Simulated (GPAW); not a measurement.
# GaSb (F-43m) in GPAW: notebook

Aim: see how the results for GaSb move with the level of theory and the settings. Levels: PBE, LDA. Tasks: equation of state, band structure, dielectric tensor.

Everything below comes from runs of GPAW 26.7.0. Logs are shortened: lines on timing, memory, paths and dates and some standing lists are left out, and cuts for length are marked. The log counts tension as positive stress, the text compression.

**Experimental background.**

A printed reference work, data compilation reports, for a bulk crystal of GaSb at 4.2 K: band gap 0.811 eV (direct).

From a printed reference work, monograph, for a bulk crystal of GaSb at 300 K: high-frequency dielectric constant 14.44.

How close the calculation comes is told below.

### Step 1. Starting point

Symmetry: F-43m, No. 216, cubic system. Conventional cell: a = 6.118 Å, b = 6.118 Å, c = 6.118 Å, α = 90.00°, β = 90.00°, γ = 90.00°. Around Sb (site symmetry -43m) lie 4 Ga at 2.65 Å. Around Ga (site symmetry -43m) lie 4 Sb at 2.65 Å.

### Step 2. Equation of state, PBE

The input, run.py:

```python
from ase import Atoms
from ase.eos import EquationOfState
from ase.io import Trajectory
from ase.units import GPa
from gpaw import GPAW

atoms = Atoms(['Sb', 'Ga'],
              cell=[[0.0, 3.059, 3.059],
                    [3.059, 0.0, 3.059],
                    [3.059, 3.059, 0.0]],
              scaled_positions=[[0.75, 0.75, 0.75],
                                [0.0, 0.0, 0.0]],
              pbc=True)

traj = Trajectory('eos.traj', 'w')
volumes, energies = [], []
for x in [0.94, 0.96, 0.98, 1.0, 1.02, 1.04, 1.06]:
    a = atoms.copy()
    a.set_cell(atoms.cell * x**(1 / 3), scale_atoms=True)
    calc = GPAW(mode='lcao',
                h=0.18,
                basis='sz(dzp)',
                xc='PBE',
                kpts={'size': (6, 6, 6), 'gamma': True},
                occupations={'name': 'fermi-dirac', 'width': 0.05},
                convergence={'density': 1e-05, 'energy': 1e-05},
                maxiter=150,
                txt=f'eos-{x:.2f}.txt')
    a.calc = calc
    energies.append(a.get_potential_energy(force_consistent=True))
    volumes.append(a.get_volume())
    calc.write(f'eos-{x:.2f}.gpw')
    traj.write(a)
    print(f'{x:.2f} {volumes[-1]:10.4f} A^3 {energies[-1]:14.6f} eV', flush=True)

v0, e0, B = EquationOfState(volumes, energies, eos='birchmurnaghan').fit()
print(f'V0 = {v0:.4f} A^3, E0 = {e0:.6f} eV, B0 = {B / GPa:.2f} GPa')
```

Potentials or basis: GPAW PAW data sets (gpaw-data 1.2.1), lcao:sz(dzp).

On the command line:

```console
$ OMP_NUM_THREADS=1 python run.py
```

The log of the run:

```text
__  _  _
 | _ |_)|_||  |
 |__||  | ||/\| - 26.7.0

Input parameters:
  mode=LCAO(),
  basis={'default': 'sz(dzp)'},
  convergence={'density': 1e-05, 'energy': 1e-05},
  h=0.18,
  kpts=MonkhorstPack(size=(6, 6, 6), gamma=True),
  maxiter=150,
  occupations=Occupations(name='fermi-dirac', width=0.05),
  xc=XC(name='PBE')

                     Sb

       Ga

Atoms  # Å, Bohr magnetons
|   | symbol |        x |        y |        z |    initial magnetic moments |
|---|--------|----------|----------|----------|-----------------------------|
| 0 |     Sb | 4.494831 | 4.494831 | 4.494831 | ( 0.0000,  0.0000,  0.0000) |
| 1 |     Ga | 0.000000 | 0.000000 | 0.000000 | ( 0.0000,  0.0000,  0.0000) |

Unit cell  # Å
| periodic |        x |        y |        z |  lengths |    angles |
|----------|----------|----------|----------|----------|-----------|
|      yes | 0.000000 | 2.996554 | 2.996554 | 4.237767 | 60.000000 |
|      yes | 2.996554 | 0.000000 | 2.996554 | 4.237767 | 60.000000 |
|      yes | 2.996554 | 2.996554 | 0.000000 | 4.237767 | 60.000000 |

Number of symmetries: 24
Symmetry operations  # r_c * U_cc + t_c -> r_c
|    | kind |            matrix            |
|----|------|------------------------------|
|  0 |  E   |  1, 0, 0,  0, 1, 0,  0, 0, 1 |
|  1 |  σ   |  1, 0, 0,  0, 0, 1,  0, 1, 0 |
|  2 |  σ   |  1, 0,-1,  0, 1,-1,  0, 0,-1 |
|  3 |  C3  |  1, 0,-1,  0, 0,-1,  0, 1,-1 |
|  4 |  C3  |  1,-1, 0,  0,-1, 1,  0,-1, 0 |
|  5 |  σ   |  1,-1, 0,  0,-1, 0,  0,-1, 1 |
|  6 |  σ   |  0, 1, 0,  1, 0, 0,  0, 0, 1 |
|  7 |  C3  |  0, 1, 0,  0, 0, 1,  1, 0, 0 |
|  8 |  C2  |  0, 1,-1,  1, 0,-1,  0, 0,-1 |
|  9 |  S4  |  0, 1,-1,  0, 0,-1,  1, 0,-1 |
| 10 |  C3  |  0, 0, 1,  1, 0, 0,  0, 1, 0 |
| 11 |  σ   |  0, 0, 1,  0, 1, 0,  1, 0, 0 |
| 12 |  S4  |  0, 0,-1,  1, 0,-1,  0, 1,-1 |
| 13 |  C3  |  0, 0,-1,  0, 1,-1,  1, 0,-1 |
| 14 |  S4  |  0,-1, 1,  1,-1, 0,  0,-1, 0 |
| 15 |  C2  |  0,-1, 1,  0,-1, 0,  1,-1, 0 |
| 16 |  C3  |  0,-1, 0,  1,-1, 0,  0,-1, 1 |
| 17 |  S4  |  0,-1, 0,  0,-1, 1,  1,-1, 0 |
| 18 |  S4  | -1, 1, 0, -1, 0, 1, -1, 0, 0 |
| 19 |  C3  | -1, 1, 0, -1, 0, 0, -1, 0, 1 |
| 20 |  C3  | -1, 0, 1, -1, 1, 0, -1, 0, 0 |
| 21 |  S4  | -1, 0, 1, -1, 0, 0, -1, 1, 0 |
| 22 |  σ   | -1, 0, 0, -1, 1, 0, -1, 0, 1 |
| 23 |  C2  | -1, 0, 0, -1, 0, 1, -1, 1, 0 |

BZ-sampling:
  Number of BZ points: 216
  Number of IBZ points: 16

  Monkhorst-Pack size: [6, 6, 6]
  Monkhorst-Pack shift: [0.08333333333333333, 0.08333333333333333, 0.08333333333333333]

K-points  # in reciprocal-cell coordinates
|     |                                coordinates |     weight |
|-----|--------------------------------------------|------------|
|   0 | (  0.00000000,   0.00000000,   0.00000000) | 0.00462963 |
|   1 | (  0.16666667,   0.16666667,   0.00000000) | 0.02777778 |
|   2 | (  0.16666667,   0.16666667,   0.16666667) | 0.03703704 |
|   3 | (  0.33333333,   0.16666667,   0.16666667) | 0.05555556 |
|   4 | (  0.33333333,   0.33333333,  -0.33333333) | 0.05555556 |
|   5 | (  0.33333333,   0.33333333,   0.00000000) | 0.02777778 |
|   6 | (  0.33333333,   0.33333333,   0.16666667) | 0.11111111 |
|   7 | (  0.33333333,   0.33333333,   0.33333333) | 0.03703704 |
|   8 | (  0.50000000,   0.33333333,  -0.33333333) | 0.11111111 |
|   9 | (  0.50000000,   0.33333333,  -0.16666667) | 0.05555556 |
| ... |                                            |            |
|  15 | (  0.50000000,   0.50000000,   0.50000000) | 0.01851852 |

basis functions: 13
Spin-components: 1 (collinear spins)
Bands:           13
Projectors:      11
Spin-degeneracy: 2
Datatype:        <class 'complex'>

Density:
  Valence electrons: 18.0
  Components: 1
  Grid points: [20 20 20]
  Charge: 0.0  # |e|

Potential:
  Grid points: [20 20 20]

species:
  Sb:
    name:    Antimony
    Z:       51.0
    valence: 15
    core:    36
    charge:  0.0  # [|e|]
    compensation charges:
      type: gauss
      rc: 0.36  # [Å]
      lmax: 2
    cutoffs:
      filter: 2.23  # [Å]
      core: 2.23  # [Å]
    projectors
    | kind |    occ | energy [eV] | rcut [Å] |
    |------|--------|-------------|----------|
    |   5s |  2.000 |     -12.815 |    1.154 |
    |   5p |  3.000 |      -4.830 |    1.233 |
    |   4d | 10.000 |     -33.514 |    1.196 |
    |    s |        |      14.396 |    1.154 |
    |    p |        |      22.381 |    1.233 |
    |    d |        |      -6.303 |    1.196 |

    LCAO basis set for Sb:
      Name: sz(dzp)
      File: <dir>
      Number of radial functions: 3
      Number of spherical harmonics: 9
        l=0, rc=6.6250 Bohr: 5s-sz confined orbital
[... 78 lines left out ...]
|      yes | 2.996554 | 0.000000 | 2.996554 | 4.237767 | 60.000000 |
|      yes | 2.996554 | 2.996554 | 0.000000 | 4.237767 | 60.000000 |

Number of symmetries: 24
Symmetry operations  # r_c * U_cc + t_c -> r_c
|    | kind |            matrix            |
|----|------|------------------------------|
|  0 |  E   |  1, 0, 0,  0, 1, 0,  0, 0, 1 |
|  1 |  σ   |  1, 0, 0,  0, 0, 1,  0, 1, 0 |
|  2 |  σ   |  1, 0,-1,  0, 1,-1,  0, 0,-1 |
|  3 |  C3  |  1, 0,-1,  0, 0,-1,  0, 1,-1 |
|  4 |  C3  |  1,-1, 0,  0,-1, 1,  0,-1, 0 |
|  5 |  σ   |  1,-1, 0,  0,-1, 0,  0,-1, 1 |
|  6 |  σ   |  0, 1, 0,  1, 0, 0,  0, 0, 1 |
|  7 |  C3  |  0, 1, 0,  0, 0, 1,  1, 0, 0 |
|  8 |  C2  |  0, 1,-1,  1, 0,-1,  0, 0,-1 |
|  9 |  S4  |  0, 1,-1,  0, 0,-1,  1, 0,-1 |
| 10 |  C3  |  0, 0, 1,  1, 0, 0,  0, 1, 0 |
| 11 |  σ   |  0, 0, 1,  0, 1, 0,  1, 0, 0 |
| 12 |  S4  |  0, 0,-1,  1, 0,-1,  0, 1,-1 |
| 13 |  C3  |  0, 0,-1,  0, 1,-1,  1, 0,-1 |
| 14 |  S4  |  0,-1, 1,  1,-1, 0,  0,-1, 0 |
| 15 |  C2  |  0,-1, 1,  0,-1, 0,  1,-1, 0 |
| 16 |  C3  |  0,-1, 0,  1,-1, 0,  0,-1, 1 |
| 17 |  S4  |  0,-1, 0,  0,-1, 1,  1,-1, 0 |
| 18 |  S4  | -1, 1, 0, -1, 0, 1, -1, 0, 0 |
| 19 |  C3  | -1, 1, 0, -1, 0, 0, -1, 0, 1 |
| 20 |  C3  | -1, 0, 1, -1, 1, 0, -1, 0, 0 |
| 21 |  S4  | -1, 0, 1, -1, 0, 0, -1, 1, 0 |
| 22 |  σ   | -1, 0, 0, -1, 1, 0, -1, 0, 1 |
| 23 |  C2  | -1, 0, 0, -1, 0, 1, -1, 1, 0 |

BZ-sampling:
  Number of BZ points: 216
  Number of IBZ points: 16

  Monkhorst-Pack size: [6, 6, 6]
  Monkhorst-Pack shift: [0.08333333333333333, 0.08333333333333333, 0.08333333333333333]

K-points  # in reciprocal-cell coordinates
|     |                                coordinates |     weight |
|-----|--------------------------------------------|------------|
|   0 | (  0.00000000,   0.00000000,   0.00000000) | 0.00462963 |
|   1 | (  0.16666667,   0.16666667,   0.00000000) | 0.02777778 |
|   2 | (  0.16666667,   0.16666667,   0.16666667) | 0.03703704 |
|   3 | (  0.33333333,   0.16666667,   0.16666667) | 0.05555556 |
|   4 | (  0.33333333,   0.33333333,  -0.33333333) | 0.05555556 |
|   5 | (  0.33333333,   0.33333333,   0.00000000) | 0.02777778 |
|   6 | (  0.33333333,   0.33333333,   0.16666667) | 0.11111111 |
|   7 | (  0.33333333,   0.33333333,   0.33333333) | 0.03703704 |
|   8 | (  0.50000000,   0.33333333,  -0.33333333) | 0.11111111 |
|   9 | (  0.50000000,   0.33333333,  -0.16666667) | 0.05555556 |
| ... |                                            |            |
|  15 | (  0.50000000,   0.50000000,   0.50000000) | 0.01851852 |

basis functions: 13
Spin-components: 1 (collinear spins)
Bands:           13
Projectors:      11
Spin-degeneracy: 2
Datatype:        <class 'complex'>

Density:
  Valence electrons: 18.0
  Components: 1
  Grid points: [20 20 20]
  Charge: 0.0  # |e|

Potential:
  Grid points: [20 20 20]

species:
  Sb:
    name:    Antimony
    Z:       51.0
    valence: 15
    core:    36
    charge:  0.0  # [|e|]
    compensation charges:
      type: gauss
      rc: 0.36  # [Å]
      lmax: 2
    cutoffs:
      filter: 2.23  # [Å]
      core: 2.23  # [Å]
    projectors
    | kind |    occ | energy [eV] | rcut [Å] |
    |------|--------|-------------|----------|
    |   5s |  2.000 |     -12.815 |    1.154 |
    |   5p |  3.000 |      -4.830 |    1.233 |
    |   4d | 10.000 |     -33.514 |    1.196 |
    |    s |        |      14.396 |    1.154 |
    |    p |        |      22.381 |    1.233 |
    |    d |        |      -6.303 |    1.196 |

    LCAO basis set for Sb:
      Name: sz(dzp)
      File: <dir>
      Number of radial functions: 3
      Number of spherical harmonics: 9
        l=0, rc=6.6250 Bohr: 5s-sz confined orbital
        l=1, rc=8.6719 Bohr: 5p-sz confined orbital
        l=2, rc=3.7656 Bohr: 4d-sz confined orbital
      Number of RI-basis functions 0

  Ga:
    name:    Gallium
    Z:       31.0
    valence: 3
    core:    28
    charge:  0.0  # [|e|]
    compensation charges:
      type: gauss
      rc: 0.37  # [Å]
      lmax: 2
    cutoffs:
      filter: 2.06  # [Å]
      core: 4.17  # [Å]
    projectors
    | kind |    occ | energy [eV] | rcut [Å] |
    |------|--------|-------------|----------|
    |   4s |  2.000 |      -8.945 |    1.164 |
    |   4p |  1.000 |      -2.580 |    1.164 |
    |    s |        |      18.266 |    1.164 |
    |    p |        |      24.631 |    1.164 |
    |    d |        |       0.000 |    1.164 |

    LCAO basis set for Ga:
      Name: sz(dzp)
      File: <dir>
      Number of radial functions: 2
      Number of spherical harmonics: 4
        l=0, rc=7.2656 Bohr: 4s-sz confined orbital
        l=1, rc=10.3438 Bohr: 4p-sz confined orbital
      Number of RI-basis functions 0

Reference energy: -229166.229777  # eV

eigensolver:
  <gpaw.new.lcao.eigensolver.LCAOEigensolver object>
density mixing:
  MSR1-Mixer
  Pratt-step length: 0.05
  Maximum mixing coefficient: 0.75
  Old densities: 10
  SVD Regularization: 0.005
  Good broyden scale: 1.0
  Trust region scale: 1.0
  Backstep threshold: 4.0
  History deletion threshold: 6.0
  Fourier metric: weight=20.0, sigma=0.015

occupation numbers:
  Fermi-Dirac:
    width: 0.0500  # eV

FastPoissonSolver using
    Stencil: 12*3+1=37 point O(h^6) finite-difference Laplacian
    FFT axes: [np.int64(0), np.int64(1), np.int64(2)]
    FST axes: []

xc functional:
  name: PBE with 2 nearest neighbor stencil
interpolation: tri-quintic # 5. degree polynomial

convergence criteria:
[... 6 lines left out ...]
|iter     | |      energy | eigst |  dens |
|---------|-|-------------|-------|-------|
|iter:   1| |   -5.999585 |      c|       |
|iter:   2| |   -5.997204 |      c| -1.39 |
|iter:   3| |   -5.985810 |      c| -1.42 |
|iter:   4| |   -5.985827 |      c| -1.95 |
|iter:   5| |   -5.985828c|      c| -3.20 |
|iter:   6| |   -5.985827c|      c| -4.02 |
|iter:   7| |   -5.985827c|      c| -5.38c|

Converged in 7 steps
Energy contributions relative to reference atoms: (reference = -229166.229777)

Energy contributions:
  Kinetic:          64.484605
  Coulomb:         -58.204460
  Zero:              0.110861
  External:          0.000000
  Xc:              -12.376803
  Entropy:          -0.000062
  Spinorbit:         0.000000
  ----------------------------
  Free energy:      -5.985858
  Extrapolated:     -5.985827

dipole moment: (-10.277767, -10.277767, -10.277767)  # |e|*Ang

Fermi level: 5.707
Eigenvalues  # (at kpt = [0.000, 0.000, 0.000])
| band index |      eig [eV] | occ [0-2] |
|------------|---------------|-----------|
|          0 |       -22.929 |     2.000 |
|          1 |       -22.929 |     2.000 |
|          2 |       -22.928 |     2.000 |
|          3 |       -22.863 |     2.000 |
|          4 |       -22.863 |     2.000 |
|          5 |        -6.545 |     2.000 |
|          6 |         5.425 |     1.993 |
|          7 |         5.426 |     1.993 |
|          8 |         5.426 |     1.993 |
|          9 |         5.934 |     0.021 |
|         10 |         8.574 |     0.000 |
|         11 |         8.574 |     0.000 |
|         12 |         8.574 |     0.000 |

Gap: 0.508 eV
Transition (v -> c):
  (s=0, k=0, n=8, [0.00, 0.00, 0.00]) -> (s=0, k=0, n=9, [0.00, 0.00, 0.00])
No difference between direct/indirect transitions
# Writing to eos-0.94.gpw (mode='')
```

It took 41 s on 1 thread of Arm Neoverse V1, shared host; peak memory 0.22 GiB.

These settings aren't checked as converged: the numbers below hold their error.

What came out:

* Equilibrium volume: 31.02 Å³/atom (rough: see the caveat)
* Bulk modulus: 40 GPa (rough)

Caveat: the real-space grid adds noise to forces; the minimum lies outside the volumes run; the basis of atomic orbitals isn't converged, which shifts pressures, moduli and gaps.

### Step 3. Band structure, LDA, spin-orbit coupling, no magnetisation

The input, run.py:

```python
import numpy as np
from ase.dft.bandgap import bandgap
from ase.io import write
from ase.spacegroup import crystal
from ase.units import GPa
from gpaw import GPAW, PW
from gpaw.spinorbit import soc_eigenstates

# Sb 4c
# Ga 4a
atoms = crystal(['Sb', 'Ga'],
                basis=[[0.25, 0.25, 0.25],
                       [0.0, 0.0, 0.0]],
                spacegroup=216, setting=1,  # F-43m
                cellpar=[6.118, 6.118, 6.118, 90.0, 90.0, 90.0],
                primitive_cell=True)

calc = GPAW(mode=PW(600),
            xc='LDA',
            kpts={'size': (6, 6, 6), 'gamma': True},
            occupations={'name': 'fermi-dirac', 'width': 0.05},
            nbands=18,
            convergence={'density': 1e-05, 'energy': 1e-05},
            maxiter=150,
            txt='gpaw.txt')
atoms.calc = calc
energy = atoms.get_potential_energy()
forces = atoms.get_forces()
stress = atoms.get_stress()
calc.write('gs.gpw')
write('result.traj', atoms)
print(f'Energy: {energy:.6f} eV')
print('Forces (eV/A):')
print(forces.round(4))
print('Stress (GPa):', (stress / GPa).round(3))
print('Fermi level:', round(calc.get_fermi_level(), 4), 'eV')
print(f'Gap: {bandgap(calc)[0]:.4f} eV, direct: {bandgap(calc, direct=True)[0]:.4f} eV')

path = atoms.cell.bandpath('GXWKGLUWLK,UX', npoints=80, eps=1e-4)
bs_calc = calc.fixed_density(kpts=path, symmetry='off', nbands=30,
                             convergence={'bands': 'CBM+6.0', 'eigenstates': 1e-6}, txt='bands.txt')
bs = bs_calc.band_structure()
bs.write('bs.json')
print(f'Gap on the path: {bandgap(bs_calc)[0]:.4f} eV')

soc = soc_eigenstates(bs_calc, theta=90, phi=0)
np.savetxt('soc_bands.dat', soc.eigenvalues(), fmt='%.4f')
mesh = soc_eigenstates('gs.gpw', theta=90, phi=0)
np.savetxt('soc_mesh.dat', mesh.eigenvalues(), fmt='%.4f')
print('Fermi level with spin-orbit coupling:', round(mesh.fermi_level, 4), 'eV')
```

Potentials or basis: the program's PAW data sets (release 1.2.1) made for this functional, pw.

On the command line:

```console
$ OMP_NUM_THREADS=1 python run.py
```

It took 46 s on 1 thread of Arm Neoverse V1, shared host; peak memory 0.3 GiB.

It converged, with:

```yaml
Free_energy: -8.9503 eV
Pressure: -1.7 GPa
Band_gap_along_the_path: none (metal or under the smearing width)
```

Levels at the corners of the path, in eV from the Fermi level:
```
point  band 15  band 16  band 17  band 18  band 19  band 20  band 21  band 22
    Γ    -0.34    -0.34     0.05     0.05     0.05     0.05     2.43     2.43
    X    -2.93    -2.93    -2.64    -2.64     0.65     0.65     0.97     0.97
    W    -3.80    -3.43    -3.32    -3.30     3.17     3.63     4.06     4.11
    K    -3.97    -3.73    -2.41    -2.38     1.12     1.15     3.54     3.70
    Γ    -0.34    -0.34     0.05     0.05     0.05     0.05     2.43     2.43
    L    -1.61    -1.61    -1.14    -1.14     0.10     0.10     3.48     3.49
    U    -3.97    -3.73    -2.41    -2.38     1.12     1.15     3.54     3.70
    W    -3.80    -3.43    -3.32    -3.30     3.17     3.63     4.06     4.11
    L    -1.61    -1.61    -1.14    -1.14     0.10     0.10     3.48     3.49
    K    -3.97    -3.73    -2.41    -2.38     1.12     1.15     3.54     3.70
    U    -3.97    -3.73    -2.41    -2.38     1.12     1.15     3.54     3.70
    X    -2.93    -2.93    -2.64    -2.64     0.65     0.65     0.97     0.97
```

Caveat: spin-orbit coupling was added after a scalar SCF, so levels and gaps hold it while energy, forces, pressure and moments don't; this program's spin-orbit splittings come out too wide for heavy elements; this crystal is a semiconductor, whose small gap the functional closes, so the metal is an error of the method.

(Part 1 of 2 ends here.)
